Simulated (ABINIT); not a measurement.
# CdSe (Cadmoselite) (P6_3mc) in ABINIT: a series of runs

One crystal, CdSe (Cadmoselite), is run at these levels: PBE, PBE+D3; tasks: single point, relaxation of cell and atoms.

Program: ABINIT 10.8.3 (patched build). These are calculated values, not measurements. Logs are shortened: lines on timing, memory, paths and dates and some standing lists are left out, and cuts for length are marked. The log counts tension as positive stress, the text compression.

**The experiment to reproduce.**

From a printed reference work, data compilation, for a bulk crystal of CdSe at 2 K: band gap 1.841 eV.

The runs below are set against these values where they give the same quantity.

## Step 1: The structure

Symmetry: P6_3mc, No. 186, hexagonal system. The conventional cell has a = 4.300 Å, b = 4.300 Å, c = 7.020 Å, α = 90.00°, β = 90.00°, γ = 120.00°. Cd (site symmetry 3m) has 4 Se at 2.61 to 2.70 Å as nearest neighbours. Se (site symmetry 3m) has 4 Cd at 2.61 to 2.70 Å as nearest neighbours.

## Step 2: Single point, PBE

Contents of run.abi:

```
pp_dirpath "./"
pseudos "48_Cd_20_2.2_2.3_pbe_n_v1.0.psp8, 34_Se_16_1.9_2.1_pbe_n_v1.0.psp8"

acell 4.3 4.3 7.02 Angstrom
rprim
     1.0000000000     0.0000000000     0.0000000000
    -0.5000000000     0.8660254038     0.0000000000
     0.0000000000     0.0000000000     1.0000000000
ntypat 2
znucl 48 34
natom 4
typat 1 1 2 2
xcart
     4.0629111684     2.3457228563     6.6329386974
    -0.0000000004     4.6914457133     0.0000000000
     4.0629111684     2.3457228563    11.7403014945
    -0.0000000004     4.6914457133     5.1073627970

ecut 34.0

kptopt 1
ngkpt 6 6 3
nshiftk 1
shiftk 0.0 0.0 0.0

ixc 11

nband 44
occopt 3
tsmear 0.05 eV

nstep 100
tolvrs 1.0e-10

iomode 3
prtwf 0
prteig 0
prtebands 0
enunit 2
prtvol 2
prtden 1
prtvha 1
prtvclmb 1
prtpot 1
prtelf 1
```

Potentials or basis: SPMS NC PBE v1.0.

Launch:

```bash
$ abinit run.abi > log 2>&1
```

run.abo:

```text
.Version 10.8.3 of ABINIT
 Symmetries : space group P6_3 m c (#186); Bravais hP (primitive hexag.)
================================================================================
 Values of the parameters that define the memory need of the present run
     intxc =       0    ionmov =       0      iscf =       7    lmnmax =       6
     lnmax =       6     mgfft =      72  mpssoang =       3    mqgrid =    3483
     natom =       4  nloc_mem =       1    nspden =       1   nspinor =       1
    nsppol =       1      nsym =      12    n1xccc =    2501    ntypat =       2
    occopt =       3   xclevel =       2
       mpw =        7217          nfft =      145800          nkpt =          14
================================================================================
================================================================================

--------------------------------------------------------------------------------
------------- Echo of variables that govern the present computation ------------
--------------------------------------------------------------------------------
 -outvars: echo values of preprocessed input variables --------
            acell      8.1258223414E+00  8.1258223414E+00  1.3265877404E+01 Bohr
              amu      1.12411000E+02  7.89600000E+01
             ecut      3.40000000E+01 Hartree
           enunit           2
              ixc          11
         kptrlatt        6    0    0      0    6    0      0    0    3
          kptrlen      3.97976322E+01
            natom           4
            nband          44
            ngfft          45      45      72
             nkpt          14
            nstep         100
             nsym          12
           ntypat           2
           occopt           3
        prtebands           0
           prteig           0
           prtelf           1
           prtpot           1
         prtvclmb           1
           prtvha           1
           prtvol           2
            prtwf           0
            rprim      1.0000000000E+00  0.0000000000E+00  0.0000000000E+00
                      -5.0000000000E-01  8.6602540380E-01  0.0000000000E+00
                       0.0000000000E+00  0.0000000000E+00  1.0000000000E+00
          spgroup         186
           tolvrs      1.00000000E-10
           tsmear      1.83746611E-03 Hartree
            typat      1  1  2  2
           xangst      2.1499999993E+00  1.2413030775E+00  3.5100000000E+00
                      -7.1484707426E-10  2.4826061563E+00  0.0000000000E+00
                       2.1499999993E+00  1.2413030775E+00  6.2126999982E+00
                      -7.1484707426E-10  2.4826061563E+00  2.7026999982E+00
            xcart      4.0629111694E+00  2.3457228557E+00  6.6329387019E+00
                      -1.3508651923E-09  4.6914457139E+00  0.0000000000E+00
                       4.0629111694E+00  2.3457228557E+00  1.1740301499E+01
                      -1.3508651923E-09  4.6914457139E+00  5.1073627970E+00
             xred      6.6666666633E-01  3.3333333299E-01  5.0000000000E-01
                       3.3333333300E-01  6.6666666632E-01  0.0000000000E+00
                       6.6666666633E-01  3.3333333299E-01  8.8499999974E-01
                       3.3333333300E-01  6.6666666632E-01  3.8499999974E-01
            znucl       48.00000   34.00000

================================================================================

 chkinp: Checking input parameters for consistency.

================================================================================
== DATASET  1 ==================================================================

--- !DatasetInfo
iteration_state: {dtset: 1, }
dimensions: {natom: 4, nkpt: 14, mband: 44, nsppol: 1, nspinor: 1, nspden: 1, mpw: 7217, }
cutoff_energies: {ecut:  34.0, pawecutdg:  -1.0, }
electrons: {nelect:   7.20000000E+01, charge:   0.00000000E+00, occopt:   3.00000000E+00, tsmear:   1.83746611E-03, }
meta: {optdriver: 0, ionmov: 0, optcell: 0, iscf: 7, paral_kgb: 0, }
...

 Exchange-correlation functional for the present dataset will be:
  GGA: Perdew-Burke-Ernzerhof functional - ixc=11
  J.P.Perdew, K.Burke, M.Ernzerhof, PRL 77, 3865 (1996)

 Real(R)+Recip(G) space primitive vectors, cartesian coordinates (Bohr,Bohr^-1):
 R(1)=  8.1258223  0.0000000  0.0000000  G(1)=  0.1230645  0.0710513  0.0000000
 R(2)= -4.0629112  7.0371686  0.0000000  G(2)=  0.0000000  0.1421026  0.0000000
 R(3)=  0.0000000  0.0000000 13.2658774  G(3)=  0.0000000  0.0000000  0.0753814
[... 215 lines left out ...]
    2       0.000000000000     -0.000000000000     -0.073977315284
    3       0.000000000000      0.000000000000      0.074068075278
    4       0.000000000000      0.000000000000      0.074068075278

 cartesian coordinates (angstrom) at end:
    1      2.14999999928515     1.24130307750442     3.51000000000000
    2     -0.00000000071485     2.48260615628442     0.00000000000000
    3      2.14999999928515     1.24130307750442     6.21269999817912
    4     -0.00000000071485     2.48260615628442     2.70269999817912

 cartesian forces (hartree/bohr) at end:
    1      0.00000000000000     0.00000000000000     0.00557993210907
    2      0.00000000000000    -0.00000000000000     0.00557993210907
    3     -0.00000000000000    -0.00000000000000    -0.00557993210907
    4      0.00000000000000    -0.00000000000000    -0.00557993210907
 frms,max,avg= 3.2215753E-03 5.5799321E-03   0.000E+00  0.000E+00 -3.421E-06 h/b

 cartesian forces (eV/Angstrom) at end:
    1      0.00000000000000     0.00000000000000     0.28693164562040
    2      0.00000000000000    -0.00000000000000     0.28693164562040
    3     -0.00000000000000    -0.00000000000000    -0.28693164562040
    4      0.00000000000000    -0.00000000000000    -0.28693164562040
 frms,max,avg= 1.6566006E-01 2.8693165E-01   0.000E+00  0.000E+00 -1.759E-04 e/A
 length scales=  8.125822341403  8.125822341403 13.265877403873 bohr
              =  4.300000000000  4.300000000000  7.020000000000 angstroms
 Fermi (or HOMO) energy (hartree) =   0.11403   Average Vxc (hartree)=  -0.34579
 Eigenvalues (hartree) for nkpt=  14  k points:
 kpt#   1, nband= 44, wtk=  0.00926, kpt=  0.0000  0.0000  0.0000 (reduced coord)
  -3.63830   -3.63830   -2.20623   -2.20623   -2.20623   -2.20623   -2.20607   -2.20606
  -1.61750   -1.61750   -1.61750   -1.61750   -1.61676   -1.61676   -1.61676   -1.61676
  -1.61670   -1.61670   -0.36253   -0.34905   -0.19155   -0.19155   -0.18954   -0.18954
  -0.18906   -0.17837   -0.17837   -0.17599   -0.17599   -0.16559   -0.05522    0.07392
   0.07392    0.09991    0.10021    0.10021    0.12574    0.17809    0.31682    0.31682
   0.32626    0.35770    0.35770    0.38384
      occupation numbers for kpt#   1
   2.00000    2.00000    2.00000    2.00000    2.00000    2.00000    2.00000    2.00000
   2.00000    2.00000    2.00000    2.00000    2.00000    2.00000    2.00000    2.00000
   2.00000    2.00000    2.00000    2.00000    2.00000    2.00000    2.00000    2.00000
   2.00000    2.00000    2.00000    2.00000    2.00000    2.00000    2.00000    2.00000
   2.00000    1.99908    1.99892    1.99892    0.00341    0.00000    0.00000    0.00000
   0.00000    0.00000    0.00000    0.00000
 kpt#   2, nband= 44, wtk=  0.05556, kpt=  0.1667  0.0000  0.0000 (reduced coord)
  -3.63830   -3.63830   -2.20624   -2.20623   -2.20623   -2.20623   -2.20607   -2.20606
  -1.61750   -1.61750   -1.61750   -1.61750   -1.61676   -1.61676   -1.61676   -1.61676
[... 164 lines left out ...]
   0.00000    0.00000    0.00000    0.00000
 kpt#  14, nband= 44, wtk=  0.03704, kpt=  0.3333  0.3333  0.3333 (reduced coord)
  -3.63830   -3.63830   -2.20624   -2.20624   -2.20624   -2.20624   -2.20606   -2.20606
  -1.61750   -1.61750   -1.61750   -1.61750   -1.61676   -1.61676   -1.61676   -1.61676
  -1.61670   -1.61670   -0.34519   -0.34519   -0.18654   -0.18416   -0.18416   -0.18366
  -0.17860   -0.17829   -0.17829   -0.17774   -0.16173   -0.16173   -0.04909   -0.04909
  -0.00196    0.02115    0.05471    0.05471    0.24965    0.24965    0.29020    0.33149
   0.33149    0.34352    0.42089    0.42114
      occupation numbers for kpt#  14
   2.00000    2.00000    2.00000    2.00000    2.00000    2.00000    2.00000    2.00000
   2.00000    2.00000    2.00000    2.00000    2.00000    2.00000    2.00000    2.00000
   2.00000    2.00000    2.00000    2.00000    2.00000    2.00000    2.00000    2.00000
   2.00000    2.00000    2.00000    2.00000    2.00000    2.00000    2.00000    2.00000
   2.00000    2.00000    2.00000    2.00000    0.00000    0.00000    0.00000    0.00000
   0.00000    0.00000    0.00000    0.00000
 Fermi (or HOMO) energy (eV) =   3.10294   Average Vxc (eV)=  -9.40955
 Eigenvalues (   eV  ) for nkpt=  14  k points:
 kpt#   1, nband= 44, wtk=  0.00926, kpt=  0.0000  0.0000  0.0000 (reduced coord)
 -99.00318  -99.00318  -60.03469  -60.03469  -60.03464  -60.03464  -60.03019  -60.02992
 -44.01448  -44.01448  -44.01447  -44.01447  -43.99435  -43.99435  -43.99429  -43.99429
 -43.99265  -43.99259   -9.86494   -9.49801   -5.21237   -5.21237   -5.15766   -5.15766
  -5.14464   -4.85378   -4.85378   -4.78880   -4.78880   -4.50581   -1.50268    2.01156
   2.01156    2.71870    2.72698    2.72698    3.42163    4.84601    8.62115    8.62115
   8.87788    9.73343    9.73343   10.44485
 kpt#   2, nband= 44, wtk=  0.05556, kpt=  0.1667  0.0000  0.0000 (reduced coord)
 -99.00318  -99.00318  -60.03474  -60.03471  -60.03470  -60.03465  -60.03017  -60.02993
 -44.01450  -44.01449  -44.01447  -44.01446  -43.99435  -43.99435  -43.99430  -43.99428
 -43.99263  -43.99258   -9.78044   -9.45768   -5.17771   -5.16157   -5.11586   -5.11377
  -5.10037   -4.86855   -4.85496   -4.81475   -4.78392   -4.46197   -1.34192    0.93221
   1.30524    1.67905    2.51163    2.53163    4.74032    5.83388    8.01673    8.94253
   9.04608    9.58569    9.98257   10.38011
 kpt#   3, nband= 44, wtk=  0.05556, kpt=  0.3333  0.0000  0.0000 (reduced coord)
 -99.00318  -99.00317  -60.03485  -60.03481  -60.03474  -60.03468  -60.03012  -60.02996
 -44.01455  -44.01454  -44.01445  -44.01444  -43.99436  -43.99434  -43.99432  -43.99427
[... 66 lines left out ...]
   8.87604    9.29767   10.08615   10.77453
 kpt#  13, nband= 44, wtk=  0.22222, kpt=  0.3333  0.1667  0.3333 (reduced coord)
 -99.00317  -99.00317  -60.03486  -60.03485  -60.03476  -60.03473  -60.03006  -60.03001
 -44.01455  -44.01455  -44.01446  -44.01446  -43.99435  -43.99434  -43.99432  -43.99428
 -43.99257  -43.99256   -9.45428   -9.39474   -5.07941   -5.05875   -5.01415   -5.00768
  -4.88746   -4.87562   -4.82192   -4.80688   -4.56314   -4.43562   -1.39523   -1.13105
   0.50890    1.04794    1.15439    1.77729    6.10121    6.81496    7.79976    8.23459
   8.92565    9.86043   10.68734   11.14726
 kpt#  14, nband= 44, wtk=  0.03704, kpt=  0.3333  0.3333  0.3333 (reduced coord)
 -99.00317  -99.00317  -60.03483  -60.03483  -60.03482  -60.03479  -60.03003  -60.03003
 -44.01451  -44.01451  -44.01451  -44.01450  -43.99435  -43.99435  -43.99432  -43.99428
 -43.99256  -43.99256   -9.39320   -9.39320   -5.07601   -5.01130   -5.01130   -4.99754
  -4.86008   -4.85152   -4.85152   -4.83647   -4.40082   -4.40082   -1.33581   -1.33581
  -0.05337    0.57557    1.48874    1.48874    6.79338    6.79338    7.89666    9.02043
   9.02043    9.34763   11.45302   11.45974
 Total charge density [el/Bohr^3]
)     Maximum=    1.9208E+00  at reduced coord.    0.3778    0.7556    0.9861
)Next maximum=    1.9208E+00  at reduced coord.    0.7556    0.3778    0.4861
)     Minimum=    9.5341E-04  at reduced coord.    0.0000    0.0000    0.1806
)Next minimum=    9.5341E-04  at reduced coord.    0.0000    0.0000    0.6806
   Integrated=    7.2000E+01

--- !EnergyTerms
iteration_state     : {dtset: 1, }
comment             : Components of total free energy in Hartree
kinetic             :  2.36748516572483E+02
hartree             :  1.82194832156722E+02
xc                  : -8.59493121576261E+01
Ewald energy        : -3.05864710017618E+02
psp_core            :  1.46480311597347E+01
local_psp           : -4.80995855919553E+02
non_local_psp       : -1.26132346418127E+02
internal            : -5.65350844623985E+02
'-kT*entropy'       : -9.45186632237327E-07
total_energy        : -5.65350845569172E+02
total_energy_eV     : -1.53839802232747E+04
band_energy         : -7.80810686215857E+01
...

 Cartesian components of stress tensor (hartree/bohr^3)
  sigma(1 1)= -1.27155310E-04  sigma(3 2)=  0.00000000E+00
  sigma(2 2)= -1.27155311E-04  sigma(3 1)=  0.00000000E+00
  sigma(3 3)= -5.70897045E-05  sigma(2 1)=  0.00000000E+00

-Cartesian components of stress tensor (GPa)         [Pressure=  3.0539E+00 GPa]
- sigma(1 1)= -3.74103838E+00  sigma(3 2)=  0.00000000E+00
- sigma(2 2)= -3.74103840E+00  sigma(3 1)=  0.00000000E+00
- sigma(3 3)= -1.67963710E+00  sigma(2 1)=  0.00000000E+00

== END DATASET(S) ==============================================================
================================================================================

 -outvars: echo values of variables after computation  --------
            acell      8.1258223414E+00  8.1258223414E+00  1.3265877404E+01 Bohr
           etotal     -5.6535084557E+02
            fcart      1.3254758030E-28  2.6784233407E-27  5.5799321091E-03
                       1.3254758030E-28 -3.8263190581E-28  5.5799321091E-03
                      -3.9764274089E-28 -1.3009484798E-27 -5.5799321091E-03
                       1.3254758030E-28 -9.9484295511E-28 -5.5799321091E-03
            rprim      1.0000000000E+00  0.0000000000E+00  0.0000000000E+00
                      -5.0000000000E-01  8.6602540380E-01  0.0000000000E+00
                       0.0000000000E+00  0.0000000000E+00  1.0000000000E+00
           strten     -1.2715531010E-04 -1.2715531079E-04 -5.7089704500E-05
                       0.0000000000E+00  0.0000000000E+00  0.0000000000E+00
           xangst      2.1499999993E+00  1.2413030775E+00  3.5100000000E+00
                      -7.1484707426E-10  2.4826061563E+00  0.0000000000E+00
                       2.1499999993E+00  1.2413030775E+00  6.2126999982E+00
                      -7.1484707426E-10  2.4826061563E+00  2.7026999982E+00
             xred      6.6666666633E-01  3.3333333299E-01  5.0000000000E-01
                       3.3333333300E-01  6.6666666632E-01  0.0000000000E+00
                       6.6666666633E-01  3.3333333299E-01  8.8499999974E-01
                       3.3333333300E-01  6.6666666632E-01  3.8499999974E-01
 Calculation completed.
```

It took 3.5 min on 1 thread of Arm Neoverse V2, shared host; peak memory 0.16 GiB.

Results:

```
Free energy                                           : -15383.9802 eV
Pressure                                              : 3.1 GPa
Largest force                                         : 0.287 eV/Å
Band gap on the k mesh                                : 0.69 eV, direct
Valence electrons inside the program's atomic spheres : Cd 17.16; Se 13.25
```

Forces on the atoms (eV/Å):
```
Cd   0.000  0.000  0.287
Cd   0.000  0.000  0.287
Se   0.000  0.000 -0.287
Se   0.000  0.000 -0.287
```

Stress tensor (GPa, compression positive):
```
3.74 0.00 0.00
0.00 3.74 0.00
0.00 0.00 1.68
```

[end of part 1 of 2]
